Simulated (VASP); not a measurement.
Si (strained lonsdaleite (2H)): a r²SCAN single-point calculation in VASP

INCAR

```
ALGO = Normal
LASPH = .TRUE.
LCHARG = .FALSE.
ISMEAR = 0
NELM = 120
NSW = 0
METAGGA = R2SCAN
NBANDS = 16
EDIFF = 1E-7
LREAL = .FALSE.
IBRION = -1
LWAVE = .FALSE.
ISIF = 2
ENCUT = 520
PREC = Accurate
SIGMA = 0.01
```

KPOINTS

```
KPOINTS created by Atomic Simulation Environment
0
Gamma
12 12 4
0 0 0
```

KPOINTS_OPT

```
special points
7
Reciprocal
0.0000000000 0.0000000000 0.0000000000 1
0.5000000000 0.0000000000 0.0000000000 1
0.3333333333 0.3333333333 0.0000000000 1
0.0000000000 0.0000000000 0.5000000000 1
0.5000000000 0.0000000000 0.5000000000 1
0.3333333333 0.3333333333 0.5000000000 1
0.0000000000 0.4244790000 0.3567710000 1
```

POSCAR

```
Si
 1.0000000000000000
     3.8321295590073570    0.0000000000000000    0.0000000000000000
    -1.9160647795036785    3.3187215486936292    0.0000000000000000
     0.0000000000000000    0.0000000000000000    6.5314533663000001
 Si
   4
Cartesian
 -0.0000000000000000  2.2124810324624193  0.0130495894801826
  1.9160647795036783  1.1062405162312097  3.2787762726301830
 -0.0000000000000000  2.2124810324624193  2.4362454228823172
  1.9160647795036783  1.1062405162312097  5.7019721060323176
```

VASP ran with the recommended PBE PAW datasets (16 valence electrons in the cell).

Command

```
mpirun -np 1 vasp_std
```

OSZICAR

```
N       E                     dE             d eps       ncg     rms          rms(c)
DAV:   1     0.119870271932E+02    0.11987E+02   -0.62171E+03  1824   0.848E+02
DAV:   2    -0.354100794876E+02   -0.47397E+02   -0.43244E+02  2480   0.126E+02
DAV:   3    -0.373315573260E+02   -0.19215E+01   -0.19037E+01  2488   0.232E+01
DAV:   4    -0.373535624383E+02   -0.22005E-01   -0.22000E-01  2272   0.315E+00
DAV:   5    -0.373539234932E+02   -0.36105E-03   -0.36103E-03  2520   0.391E-01    0.818E+00
DAV:   6    -0.350012093502E+02    0.23527E+01   -0.21483E-01  2088   0.293E+00    0.558E+00
DAV:   7    -0.350002541436E+02    0.95521E-03   -0.26427E-01  2160   0.267E+00    0.480E-01
DAV:   8    -0.349965969658E+02    0.36572E-02   -0.17961E-02  2136   0.754E-01    0.540E-01
DAV:   9    -0.349968905847E+02   -0.29362E-03   -0.78718E-04  2392   0.208E-01    0.539E-02
DAV:  10    -0.349969087091E+02   -0.18124E-04   -0.48823E-05  2320   0.467E-02    0.558E-02
DAV:  11    -0.349969065922E+02    0.21168E-05   -0.50848E-06  2184   0.165E-02    0.101E-02
DAV:  12    -0.349969104260E+02   -0.38338E-05   -0.67880E-07  2376   0.511E-03    0.322E-03
DAV:  13    -0.349969108557E+02   -0.42967E-06   -0.78272E-08  1320   0.176E-03    0.398E-04
DAV:  14    -0.349969107549E+02    0.10073E-06   -0.93809E-09  1312   0.651E-04    0.184E-04
DAV:  15    -0.349969107304E+02    0.24510E-07   -0.18757E-09  1144   0.289E-04
   1 F= -.34996911E+02 E0= -.34996911E+02  d E =-.248762E-25
       N       E                     dE             ncg
DAV:   1     0.231127313383E+04   -0.23910E+04      224
DAV:   2     0.198349565636E+04   -0.32778E+03      312
DAV:   3     0.197145039470E+04   -0.12045E+02      288
DAV:   4     0.197131618096E+04   -0.13421E+00      280
DAV:   5     0.197131342493E+04   -0.27560E-02      304
DAV:   6     0.197131334377E+04   -0.81158E-04      296
DAV:   7     0.197131334262E+04   -0.11478E-05      296
DAV:   8     0.197131334259E+04   -0.29043E-07      240
```

From OUTCAR

```
k-points           NKPTS =     57   k-points in BZ     NKDIM =     57   number of bands    NBANDS=     16

   NELECT =      16.0000    total number of electrons

   dimension x,y,z NGX =    30 NGY =   30 NGZ =   50
   dimension x,y,z NGXF=    60 NGYF=   60 NGZF=  100

  energy-cutoff  :      520.00
  volume of cell :       83.07
      direct lattice vectors                 reciprocal lattice vectors
     3.832129559  0.000000000  0.000000000     0.260951511  0.150660425  0.000000000
    -1.916064780  3.318721549  0.000000000     0.000000000  0.301320851  0.000000000
     0.000000000  0.000000000  6.531453366     0.000000000  0.000000000  0.153105281

 k-points in reciprocal lattice and weights: KPOINTS created by Atomic Simulation Env
   0.00000000  0.00000000  0.00000000       0.002
   0.08333333 -0.00000000  0.00000000       0.010
   0.16666667 -0.00000000  0.00000000       0.010
   0.25000000 -0.00000000  0.00000000       0.010
   0.33333333 -0.00000000  0.00000000       0.010
   0.41666667 -0.00000000  0.00000000       0.010
   0.50000000 -0.00000000  0.00000000       0.005
   0.08333333  0.08333333  0.00000000       0.010
   ...

 E-fermi :   5.7549

 k-point     1 :       0.0000    0.0000    0.0000
  band No.  band energies     occupation
      1      -6.9095      2.00000
      2      -4.7561      2.00000
      3      -1.7637      2.00000
      4       4.2539      2.00000
      5       4.2539      2.00000
      6       5.1106      2.00000
      7       5.6855      2.00000
      8       5.6855      2.00000
      9       7.2783      0.00000
     10       7.6545      0.00000
     11       7.9692      0.00000
     12       7.9692      0.00000
     13       9.5562      0.00000
     14      10.0743      0.00000
     15      10.0743      0.00000
     16      12.0710      0.00000

 k-point     2 :       0.0833   -0.0000    0.0000
  band No.  band energies     occupation
      1      -6.8244      2.00000
      2      -4.6689      2.00000
      3      -1.7174      2.00000
      4       3.5685      2.00000
      5       4.0749      2.00000
      6       5.0155      2.00000
      7       5.0403      2.00000
      8       5.5218      2.00000
      9       7.5935      0.00000
     10       7.7371      0.00000
     11       8.2256      0.00000
     12       8.2305      0.00000
     13       9.7473      0.00000
     14      10.4056      0.00000
     15      10.4058      0.00000
     16      11.5390      0.00000

 k-point     3 :       0.1667   -0.0000    0.0000
  band No.  band energies     occupation
      1      -6.5712      2.00000
      2      -4.4089      2.00000
      3      -1.6058      2.00000
      4       2.3407      2.00000
      5       3.6774      2.00000
      6       3.7539      2.00000
      7       4.7157      2.00000
      8       5.1500      2.00000
      9       7.3403      0.00000
     10       7.9807      0.00000
     11       8.7788      0.00000
     12       9.3814      0.00000
     13       9.4196      0.00000
     14      10.7463      0.00000
     15      11.2763      0.00000
     16      11.8114      0.00000

 k-point     4 :       0.2500   -0.0000    0.0000
  band No.  band energies     occupation
      1      -6.1580      2.00000
      2      -3.9829      2.00000
      3      -1.5527      2.00000
      4       1.2448      2.00000
      5       2.3720      2.00000
      6       3.2580      2.00000
      7       4.2053      2.00000
      8       4.7501      2.00000
      9       7.0250      0.00000
     10       8.3758      0.00000
     11       8.9356      0.00000
     12       9.1463      0.00000
     13       9.4661      0.00000
     14      11.4227      0.00000
     15      12.2766      0.00000
     16      12.4890      0.00000

 k-point     5 :       0.3333   -0.0000    0.0000
  band No.  band energies     occupation
      1      -5.6061      2.00000
      2      -3.4087      2.00000
      3      -1.8538      2.00000
      4       0.7021      2.00000
      5       1.0678      2.00000
      6       2.9191      2.00000
      7       3.5595      2.00000
      8       4.4235      2.00000
      9       6.7476      0.00000
     10       8.5455      0.00000
     11       8.9242      0.00000
     12       9.0205      0.00000
     13       9.1799      0.00000
     14      12.1849      0.00000
     15      13.0607      0.00000
     16      13.3079      0.00000

 k-point     6 :       0.4167   -0.0000    0.0000
  band No.  band energies     occupation
      1      -4.9843      2.00000
      2      -2.7501      2.00000
      3      -2.5322      2.00000
      4      -0.0426      2.00000
      5       0.7683      2.00000
      6       2.7043      2.00000
      7       2.9359      2.00000
      8       4.2153      2.00000
      9       6.5401      0.00000
     10       8.3101      0.00000
     11       8.7928      0.00000
     12       9.1039      0.00000
     13       9.5223      0.00000
     14      12.0834      0.00000
     15      12.2049      0.00000
     16      14.2549      0.00000

 k-point     7 :       0.5000   -0.0000    0.0000
  band No.  band energies     occupation
      1      -4.6113      2.00000
      2      -2.9657      2.00000
      3      -2.3416      2.00000
      4      -0.6036      2.00000
      5       0.9163      2.00000
      6       2.6311      2.00000
      7       2.6348      2.00000
      8       4.1441      2.00000
      9       6.4619      0.00000
     10       8.2280      0.00000
     11       8.7300      0.00000
     12       9.0662      0.00000
     13       9.8856      0.00000
     14      11.5897      0.00000
     15      12.2177      0.00000
     16      14.3619      0.00000

 k-point     8 :       0.0833    0.0833    0.0000
  band No.  band energies     occupation
      1      -6.6552      2.00000
      2      -4.4952      2.00000
      3      -1.6376      2.00000
      4       2.7284      2.00000
      5       3.6751      2.00000
      6       4.1629      2.00000
      7       4.8438      2.00000
      8       5.1778      2.00000
      9       7.9002      0.00000
     10       7.9331      0.00000
     11       8.0042      0.00000
     12       9.2420      0.00000
     13      10.0946      0.00000
     14      10.1287      0.00000
     15      11.0026      0.00000
     16      11.6286      0.00000

 k-point     9 :       0.1667    0.0833    0.0000
  band No.  band energies     occupation
      1      -6.3215      2.00000
      2      -4.1518      2.00000
      3      -1.5453      2.00000
      4       1.6898      2.00000
      5       2.9431      2.00000
      6       3.1136      2.00000
      7       4.4804      2.00000
      8       4.6755      2.00000
      9       7.6501      0.00000
     10       8.2211      0.00000
     11       8.6696      0.00000
     12       9.6829      0.00000
     13       9.6842      0.00000
     14      10.6503      0.00000
     15      11.1357      0.00000
     16      11.9188      0.00000

 k-point    10 :       0.2500    0.0833    0.0000
  band No.  band energies     occupation
      1      -5.8361      2.00000
      2      -3.6490      2.00000
      3      -1.6511      2.00000
      4       0.9155      2.00000
      5       1.6605      2.00000
      6       2.6485      2.00000
      7       3.9243      2.00000
      8       4.2349      2.00000
      9       7.3782      0.00000
     10       8.6857      0.00000
     11       8.7420      0.00000
     12       9.2866      0.00000
     13       9.5180      0.00000
     14      11.3921      0.00000
     15      12.4073      0.00000
     16      12.4906      0.00000

 k-point    11 :       0.3333    0.0833    0.0000
  band No.  band energies     occupation
      1      -5.2347      2.00000
      2      -3.0182      2.00000
      3      -2.1875      2.00000
      4       0.4693      2.00000
      5       0.7408      2.00000
      6       2.3480      2.00000
      7       3.2749      2.00000
      8       3.9244      2.00000
      9       7.1781      0.00000
     10       8.3321      0.00000
     11       8.9671      0.00000
     12       9.2912      0.00000
     13       9.5994      0.00000
     14      12.2983      0.00000
     15      12.5203      0.00000
     16      12.7801      0.00000

 k-point    12 :       0.4167    0.0833    0.0000
  band No.  band energies     occupation
      1      -4.6600      2.00000
      2      -2.8442      2.00000
      3      -2.3991      2.00000
      4      -0.4396      2.00000
      5       0.9001      2.00000
      6       2.2570      2.00000
      7       2.7244      2.00000
      8       3.7655      2.00000
      9       7.0665      0.00000
     10       8.0939      0.00000
     11       8.8210      0.00000
     12       9.6674      0.00000
     13       9.8426      0.00000
     14      11.7198      0.00000
     15      12.2068      0.00000
     16      14.1265      0.00000

 ...

  Total       -0.5816626     -0.5816626     -3.3945383      0.0000000      0.0000000      0.0000000
  in kB      -11.2191738    -11.2191738    -65.4742405      0.0000000      0.0000000      0.0000000
  external PRESSURE =     -29.3041961 kB  Pullay stress =       0.0000000 kB

 POSITION                                       TOTAL-FORCE (eV/Angst)
 -----------------------------------------------------------------------------------
      0.00000      2.21248      0.01305        -0.000000      0.000000     -0.004629
      1.91606      1.10624      3.27878         0.000000     -0.000000     -0.004629
      0.00000      2.21248      2.43625        -0.000000      0.000000      0.004629
      1.91606      1.10624      5.70197         0.000000     -0.000000      0.004629
 -----------------------------------------------------------------------------------
    total drift:                                0.000000      0.000000     -0.000793

  FREE ENERGIE OF THE ION-ELECTRON SYSTEM (eV)
  ---------------------------------------------------
  free  energy   TOTEN  =       -34.9969107304 eV

  energy  without entropy=      -34.9969107304  energy(sigma->0) =      -34.99691073
```

The gap between bands v and c is 0.78 eV, the least direct gap is 1.59 eV and the pressure is -2.9 GPa.

Band v is the last that the valence electrons fill when counted band by band, and c is the next.

The run took about 3.8 min on one core of a shared host (Intel Xeon Platinum 8488C) and held 0.25 GiB at most.
